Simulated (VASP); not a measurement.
BP: optical spectrum with PW91

BP:

```
CELL_PARAMETERS angstrom
4.53800 0.00000 0.00000
0.00000 4.53800 0.00000
0.00000 0.00000 4.53800
ATOMIC_POSITIONS crystal
P 0.25000 0.25000 0.25000
P 0.25000 0.75000 0.75000
P 0.75000 0.75000 0.25000
P 0.75000 0.25000 0.75000
B 0.00000 0.00000 0.00000
B 0.00000 0.50000 0.50000
B 0.50000 0.00000 0.50000
B 0.50000 0.50000 0.00000
```

```
Program                : VASP 6.6.1
Task                   : optical spectrum
Functional             : PW91
Potentials or basis    : VASP PAW PBE potentials, release 64 (P, B)
Cutoff                 : 520 eV
k mesh                 : 6 × 6 × 6
Occupations            : gaussian, width 0.05 eV
Spin                   : no spin polarisation
Monkhorst-Pack mesh    : yes
Further INCAR settings : ALGO = Normal; EDIFF = 1e-06; NBANDS = 48; IMIX = 1; AMIX = 0.2
```

```yaml
Pressure: 1.1 GPa
```

Levels at points of the mesh, in eV from the valence-band top:
```tsv
k point	band 14	band 15	band 16	band 17	band 18	band 19
(0.08, 0.08, 0.08)	-0.74	0.00	0.00	1.77	1.77	1.77
```

Dielectric function (mean over the directions given):
| energy (eV) | real part | imaginary part |
| --- | --- | --- |
| 0.25 | 9.44 | 0.01 |
| 0.76 | 9.57 | 0.04 |
| 1.26 | 9.84 | 0.07 |
| 1.76 | 10.28 | 0.11 |
| 2.27 | 10.97 | 0.17 |
| 2.77 | 12.06 | 0.28 |
| 3.27 | 13.98 | 0.55 |
| 3.78 | 19.14 | 3.45 |
| 4.28 | 17.82 | 5.39 |
| 4.78 | 18.76 | 12.29 |
| 5.29 | 19.78 | 14.38 |
| 5.79 | 3.89 | 42.83 |
| 6.30 | 2.99 | 14.42 |
| 6.80 | -10.94 | 31.38 |
| 7.30 | -10.84 | 13.63 |
| 7.81 | -9.86 | 6.37 |
| 8.31 | -4.64 | 6.25 |
| 8.81 | -4.03 | 3.13 |
| 9.32 | -1.96 | 5.83 |
| 9.82 | -4.22 | 3.89 |
| 10.32 | -4.69 | 2.86 |
| 10.83 | -3.67 | 1.61 |
| 11.33 | -2.91 | 1.52 |
| 11.84 | -1.47 | 1.52 |
| 12.34 | -2.48 | 1.78 |
| 12.84 | -2.11 | 1.71 |
| 13.35 | -1.80 | 1.36 |
| 13.85 | -1.44 | 0.95 |
| 14.35 | -1.26 | 0.95 |
| 14.86 | -1.09 | 0.67 |
| 15.36 | -1.20 | 0.85 |
| 15.86 | -1.13 | 0.47 |
| 16.37 | -0.82 | 0.45 |
| 16.87 | -0.78 | 0.48 |
| 17.38 | -0.61 | 0.55 |
| 17.88 | -0.53 | 0.46 |
| 18.38 | -0.46 | 0.42 |
| 18.89 | -0.47 | 0.27 |
| 19.39 | -0.34 | 0.26 |
| 19.98 | -0.26 | 0.28 |

Run time: 100 s on 1 thread of Intel(R) Xeon(R) Platinum 8488C (Sapphire Rapids), with other jobs on the host, peak memory 0.2 GiB.

Caveat: spectra need much finer meshes, so this one isn't converged; independent-particle spectra lack excitons; the PAW data sets were made with another functional, which shifts forces and pressure a little.
